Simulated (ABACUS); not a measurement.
LiF (Griceite):

```
F Li
1.0
     0.00000    2.01400    2.01400
     2.01400    0.00000    2.01400
     2.01400    2.01400    0.00000
F Li
1 1
Direct
  0.50000 0.50000 0.50000
  0.00000 0.00000 0.00000
```

Program: ABACUS 3.10.1. Alike in all runs: task single point; no spin polarisation; cell as given; smearing fermi-dirac 0.05 eV.

Task: Order these runs on this cell by their pressure, lowest first.
A. level OLYP; potentials or basis SG15 ONCV 1.2 PBE, plane waves; k mesh 9 × 9 × 9; cutoff (eV) 1143
B. level M06-L; potentials or basis SG15 ONCV 1.2 PBE, plane waves; k mesh 7 × 7 × 7; cutoff (eV) 1320
C. level LDA; potentials or basis GBRV ultrasoft 1.5 LDA, plane waves; k mesh 9 × 9 × 9; cutoff (eV) 544

Result: C (-6.8 GPa), B (-3.0 GPa), A (6.5 GPa).

Caveats: the potentials were made for another functional, which shifts forces and pressure (some runs).
